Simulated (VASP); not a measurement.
# AlRu (Pm-3m) in VASP: notebook, part 2 of 3

VASP 6.6.1. Earlier steps stand in the parts before.

## Step 3: Band structure, BLYP

Contents of INCAR:

```
SYSTEM = AlRu
PREC = Accurate
ENCUT = 520
EDIFF = 1E-6
ISMEAR = -1
SIGMA = 0.05
LREAL = .False.
LASPH = .True.
NELM = 80
ALGO = Normal
ISIF = 2
LWAVE = .False.
LCHARG = .False.
LMAXMIX = 4
GGA = B5
ALDAX = 1.0
AGGAX = 1.0
AGGAC = 1.0
ALDAC = 0.0
NBANDS = 16
```

Contents of KPOINTS:

```
regular mesh
0
Gamma
  9 9 9
  0 0 0
```

Contents of POSCAR:

```
AlRu
1.0
    2.9916000000      0.0000000000      0.0000000000
    0.0000000000      2.9916000000      0.0000000000
    0.0000000000      0.0000000000      2.9916000000
Ru Al
1 1
Direct
    0.5000000000      0.5000000000      0.5000000000
    0.0000000000      0.0000000000      0.0000000000
```

Contents of KPOINTS_OPT:

```
path GXMGRX,MR
15
line-mode
reciprocal
 0.0000000000  0.0000000000  0.0000000000  G
 0.0000000000  0.5000000000  0.0000000000  X

 0.0000000000  0.5000000000  0.0000000000  X
 0.5000000000  0.5000000000  0.0000000000  M

 0.5000000000  0.5000000000  0.0000000000  M
 0.0000000000  0.0000000000  0.0000000000  G

 0.0000000000  0.0000000000  0.0000000000  G
 0.5000000000  0.5000000000  0.5000000000  R

 0.5000000000  0.5000000000  0.5000000000  R
 0.0000000000  0.5000000000  0.0000000000  X

 0.5000000000  0.5000000000  0.0000000000  M
 0.5000000000  0.5000000000  0.5000000000  R
```

Potentials or basis: VASP PAW PBE potentials, release 64 (Ru_pv, Al).

Command:

```
> cat potpaw_PBE.64/Ru_pv/POTCAR potpaw_PBE.64/Al/POTCAR > POTCAR
> mpirun -np 1 vasp_std > vasp.out
```

OUTCAR:

```text
SYSTEM = AlRu
   PREC = Accurate
   ENCUT = 520
   EDIFF = 1E-6
   ISMEAR = -1
   LREAL = .False.
   LASPH = .True.
   NELM = 80
   ISIF = 2
   GGA = B5

 ion  position               nearest neighbor table
   1  0.500  0.500  0.500-   2 2.59   2 2.59   2 2.59   2 2.59   2 2.59   2 2.59   2 2.59   2 2.59

   2  0.000  0.000  0.000-   1 2.59   1 2.59   1 2.59   1 2.59   1 2.59   1 2.59   1 2.59   1 2.59

  LATTYP: Found a simple cubic cell.
 ALAT       =     2.9916000000

  Lattice vectors:

 A1 = (   2.9916000000,   0.0000000000,   0.0000000000)
 A2 = (   0.0000000000,   2.9916000000,   0.0000000000)
 A3 = (   0.0000000000,   0.0000000000,   2.9916000000)

Analysis of symmetry for initial positions (statically):
=====================================================================
 Subroutine PRICEL returns:
 Original cell was already a primitive cell.

 Routine SETGRP: Setting up the symmetry group for a
 simple cubic supercell.

 Subroutine GETGRP returns: Found 48 space group operations
 (whereof 48 operations were pure point group operations)
 out of a pool of 48 trial point group operations.

The static configuration has the point symmetry O_h .

Analysis of symmetry for dynamics (positions and initial velocities):
=====================================================================
 Subroutine PRICEL returns:
 Original cell was already a primitive cell.

 Routine SETGRP: Setting up the symmetry group for a
 simple cubic supercell.

 Subroutine GETGRP returns: Found 48 space group operations
 (whereof 48 operations were pure point group operations)
 out of a pool of 48 trial point group operations.

The dynamic configuration has the point symmetry O_h .

 Subroutine INISYM returns: Found 48 space group operations
 (whereof 48 operations are pure point group operations),
 and found     1 'primitive' translations

----------------------------------------------------------------------------------------

[... 113 lines left out ...]
  volume/ion in A,a.u.               =      13.39        90.34
  Fermi-wavevector in a.u.,A,eV,Ry     =   1.407087  2.659009 26.938090  1.979894
  Thomas-Fermi vector in A             =   2.529382
   LORBIT       =      0    0 simple, 1 ext, 2 COOP (PROOUT), +10 PAW based schemes
   GGA     = B5    functional components
   LHFCALC =     F    Hartree Fock is set to
   AEXX    =    0.0000 exact exchange contribution
   IVDW    =     0    specifies the selected vdW correction
   LEPSILON=     F    determine dielectric tensor
   LRPA    =     F    only Hartree local field effects (RPA)
 non-spin polarized calculation
  energy-cutoff  :      520.00
  volume of cell :       26.77
 maximum number of plane-waves:       739
 NGX is ok and might be reduce to    24
   NGX = 11   NGY = 11   NGZ = 11

 number of electron      16.9999995 magnetization

 Free energy of the ion-electron system (eV)
  ---------------------------------------------------
  ext. energy  EPLUGINS =         0.00000000
  ---------------------------------------------------
  free energy    TOTEN  =       -11.92570912 eV

  energy without entropy =      -11.90958368  energy(sigma->0) =      -11.91764640

 E-fermi :  11.1803     XC(G=0): -11.9737

 val. band max:       11.1468319299   @ k =   0.4444   0.1111   0.1111
 cond. band min:      11.1931720883   @ k =   0.4444   0.4444   0.1111
 fundamental gap:      0.0463401584
 Fermi energy:        11.1803420825

 k-point     1 :       0.0000    0.0000    0.0000
  band No.  band energies     occupation
      1     -30.3813      2.00000
      2     -30.3813      2.00000
      3     -30.3813      2.00000
      4       1.6702      2.00000
      5       7.7367      2.00000
      6       7.7367      2.00000
[... 433 lines left out ...]
      3     -30.3735      2.00000
      4       5.4476      2.00000
      5       7.5711      2.00000
      6       8.7726      2.00000
[... 8 lines left out ...]
     15      24.3767      0.00000
     16      24.8752      0.00000

 [... further k-points ...]

------------------------ aborting loop because EDIFF is reached ----------------------------------------

  FORCE on cell =-STRESS in cart. coord.  units (eV):
  Direction    XX          YY          ZZ          XY          YZ          ZX
  --------------------------------------------------------------------------------------
  -------------------------------------------------------------------------------------
  Total        1.6125346      1.6125346      1.6125346      0.0000000      0.0000000     -0.0000000
  in kB       96.4959397     96.4959397     96.4959397      0.0000000      0.0000000     -0.0000000
  external PRESSURE =      96.4959397 kB  Pullay stress =       0.0000000 kB

 VOLUME and BASIS-vectors are now :
 -----------------------------------------------------------------------------
  energy-cutoff  :      520.00
  volume of cell :       26.77
      direct lattice vectors                 reciprocal lattice vectors
     2.991600000  0.000000000  0.000000000     0.334269287  0.000000000  0.000000000
     0.000000000  2.991600000  0.000000000     0.000000000  0.334269287  0.000000000
     0.000000000  0.000000000  2.991600000     0.000000000  0.000000000  0.334269287

 POSITION                                       TOTAL-FORCE (eV/Angst)
 -----------------------------------------------------------------------------------
      1.49580      1.49580      1.49580         0.000000      0.000000      0.000000
      0.00000      0.00000      0.00000         0.000000      0.000000      0.000000
 -----------------------------------------------------------------------------------
    total drift:                                0.000000     -0.000000     -0.000000

  FREE ENERGIE OF THE ION-ELECTRON SYSTEM (eV)
  ---------------------------------------------------
  free  energy   TOTEN  =       -11.9257091220 eV

  energy  without entropy=      -11.9095836822  energy(sigma->0) =      -11.91764640
```

Wall time 31 s (1 thread of Intel Xeon Platinum 8375C at 2.90GHz (Ice Lake), shared host); peak memory 0.14 GiB.

What came out:

```yaml
Free_energy: -11.9257 eV
Pressure: 9.6 GPa
Band_gap_along_the_path: none (metal or under the smearing width)
```

Levels at the corners of the path, in eV from the Fermi level:
```csv
point,band 5,band 6,band 7,band 8,band 9,band 10,band 11,band 12
Γ,-3.44,-3.44,0.20,0.20,0.20,6.16,6.16,6.16
X,-5.33,-2.66,-1.57,-1.57,0.45,2.35,7.74,11.17
X,-5.33,-2.66,-1.57,-1.57,0.45,2.35,7.74,11.17
M,-2.94,-1.16,-1.16,-1.13,-1.13,1.59,5.39,6.24
M,-2.94,-1.16,-1.16,-1.13,-1.13,1.59,5.39,6.24
Γ,-3.44,-3.44,0.20,0.20,0.20,6.16,6.16,6.16
Γ,-3.44,-3.44,0.20,0.20,0.20,6.16,6.16,6.16
R,-4.54,-4.54,1.69,1.69,2.51,4.36,4.36,4.36
R,-4.54,-4.54,1.69,1.69,2.51,4.36,4.36,4.36
X,-5.33,-2.66,-1.57,-1.57,0.45,2.35,7.74,11.17
M,-2.94,-1.16,-1.16,-1.13,-1.13,1.59,5.39,6.24
R,-4.54,-4.54,1.69,1.69,2.51,4.36,4.36,4.36
```

Caveat: the PAW data sets were made with another functional, which shifts forces and pressure a little.

## Step 4: Band structure, PW91

Contents of INCAR:

```
ALGO = Normal
EDIFF = 1E-7
ENCUT = 520
GGA = 91
ISIF = 2
ISMEAR = -1
LASPH = True
LCHARG = False
LMAXMIX = 4
LREAL = False
LWAVE = False
NBANDS = 16
NELM = 80
PREC = Accurate
SIGMA = 0.05
```

Contents of KPOINTS:

```
k-points
0
Gamma
  9 9 9
```

POSCAR is that of step 3.

KPOINTS_OPT, as its differences from that of step 3:

```diff
@@ -1,3 +1,3 @@
 path GXMGRX,MR
-15
+20
 line-mode
```

Command:

```
> cat potpaw_PBE.64/Ru_pv/POTCAR potpaw_PBE.64/Al/POTCAR > POTCAR
> mpirun -np 1 vasp_std > vasp.out
```

Wall time 46 s (1 thread of Intel Xeon Platinum 8375C at 2.90GHz (Ice Lake), shared host); peak memory 0.15 GiB.

Results (log left out):

| Property | Result |
| --- | --- |
| Free energy | -14.2041 eV |
| Pressure | 3.0 GPa |
| Band gap along the path | none (metal or under the smearing width) |

Levels at the corners of the path, in eV from the Fermi level:
| point | band 4 | band 5 | band 6 | band 7 | band 8 | band 9 | band 10 | band 11 | band 12 | band 13 |
| --- | --- | --- | --- | --- | --- | --- | --- | --- | --- | --- |
| Γ | -9.56 | -3.49 | -3.49 | 0.23 | 0.23 | 0.23 | 6.16 | 6.16 | 6.16 | 11.10 |
| X | -5.73 | -5.37 | -2.69 | -1.55 | -1.55 | 0.48 | 2.36 | 7.57 | 11.12 | 11.12 |
| X | -5.73 | -5.37 | -2.69 | -1.55 | -1.55 | 0.48 | 2.36 | 7.57 | 11.12 | 11.12 |
| M | -5.96 | -2.98 | -1.25 | -1.25 | -1.11 | -1.11 | 1.60 | 5.40 | 6.31 | 10.65 |
| M | -5.96 | -2.98 | -1.25 | -1.25 | -1.11 | -1.11 | 1.60 | 5.40 | 6.31 | 10.65 |
| Γ | -9.56 | -3.49 | -3.49 | 0.23 | 0.23 | 0.23 | 6.16 | 6.16 | 6.16 | 11.10 |
| Γ | -9.56 | -3.49 | -3.49 | 0.23 | 0.23 | 0.23 | 6.16 | 6.16 | 6.16 | 11.10 |
| R | -4.56 | -4.56 | -4.56 | 1.69 | 1.69 | 2.65 | 4.25 | 4.25 | 4.25 | 8.63 |
| R | -4.56 | -4.56 | -4.56 | 1.69 | 1.69 | 2.65 | 4.25 | 4.25 | 4.25 | 8.63 |
| X | -5.73 | -5.37 | -2.69 | -1.55 | -1.55 | 0.48 | 2.36 | 7.57 | 11.12 | 11.12 |
| M | -5.96 | -2.98 | -1.25 | -1.25 | -1.11 | -1.11 | 1.60 | 5.40 | 6.31 | 10.65 |
| R | -4.56 | -4.56 | -4.56 | 1.69 | 1.69 | 2.65 | 4.25 | 4.25 | 4.25 | 8.63 |

Caveat: the PAW data sets were made with another functional, which shifts forces and pressure a little.

## Step 5: Band structure, PBE

POSCAR is that of step 4.

Contents of INCAR.step1:

```
PREC = Accurate
ENCUT = 520
EDIFF = 1E-6
ISMEAR = -1
SIGMA = 0.05
LREAL = F
LASPH = T
NELM = 60
ALGO = Normal
ISIF = 2
LWAVE = F
LCHARG = T
LMAXMIX = 4
GGA = PE
```

Contents of KPOINTS.step1:

```
Automatic mesh
0
Gamma
  9 9 9
```

Contents of INCAR.step2:

```
PREC = Accurate
ENCUT = 520
EDIFF = 1E-6
ISMEAR = 0
SIGMA = 0.05
LREAL = F
LASPH = T
NELM = 60
ALGO = Normal
ISIF = 2
LWAVE = F
LCHARG = F
LMAXMIX = 4
GGA = PE
ICHARG = 11
```

Contents of KPOINTS.step2:

```
path GXMGRX,MR
20
line-mode
reciprocal
 0.0000000000  0.0000000000  0.0000000000  G
 0.0000000000  0.5000000000  0.0000000000  X

 0.0000000000  0.5000000000  0.0000000000  X
 0.5000000000  0.5000000000  0.0000000000  M

 0.5000000000  0.5000000000  0.0000000000  M
 0.0000000000  0.0000000000  0.0000000000  G

 0.0000000000  0.0000000000  0.0000000000  G
 0.5000000000  0.5000000000  0.5000000000  R

 0.5000000000  0.5000000000  0.5000000000  R
 0.0000000000  0.5000000000  0.0000000000  X

 0.5000000000  0.5000000000  0.0000000000  M
 0.5000000000  0.5000000000  0.5000000000  R
```

Command:

```
> cat potpaw_PBE.64/Ru_pv/POTCAR potpaw_PBE.64/Al/POTCAR > POTCAR
> cp INCAR.step1 INCAR
> cp KPOINTS.step1 KPOINTS
> mpirun -np 1 vasp_std > vasp.out
> cp INCAR.step2 INCAR
> cp KPOINTS.step2 KPOINTS
> mpirun -np 1 vasp_std > vasp.out
```

It took 41 s on 1 thread of AMD EPYC 7R43 (Zen 3), shared host; peak memory 0.12 GiB.

The run converged. Its results:

```
Band gap along the path : none (metal or under the smearing width)
```

Levels at the corners of the path, in eV from the Fermi level:
```csv
point,band 4,band 5,band 6,band 7,band 8,band 9,band 10,band 11,band 12
Γ,-9.59,-3.49,-3.49,0.24,0.24,0.24,6.16,6.16,6.16
X,-5.76,-5.40,-2.69,-1.54,-1.54,0.49,2.36,7.53,11.11
X,-5.76,-5.40,-2.69,-1.54,-1.54,0.49,2.36,7.53,11.11
M,-5.96,-2.98,-1.28,-1.28,-1.10,-1.10,1.60,5.39,6.30
M,-5.96,-2.98,-1.28,-1.28,-1.10,-1.10,1.60,5.39,6.30
Γ,-9.59,-3.49,-3.49,0.24,0.24,0.24,6.16,6.16,6.16
Γ,-9.59,-3.49,-3.49,0.24,0.24,0.24,6.16,6.16,6.16
R,-4.56,-4.56,-4.56,1.69,1.69,2.66,4.22,4.22,4.22
R,-4.56,-4.56,-4.56,1.69,1.69,2.66,4.22,4.22,4.22
X,-5.76,-5.40,-2.69,-1.54,-1.54,0.49,2.36,7.53,11.11
M,-5.96,-2.98,-1.28,-1.28,-1.10,-1.10,1.60,5.39,6.30
R,-4.56,-4.56,-4.56,1.69,1.69,2.66,4.22,4.22,4.22
```

Caveat: the log is that of the step along the path at fixed density, whose energy, stress, charges and moments have no meaning.

[end of part 2 of 3]
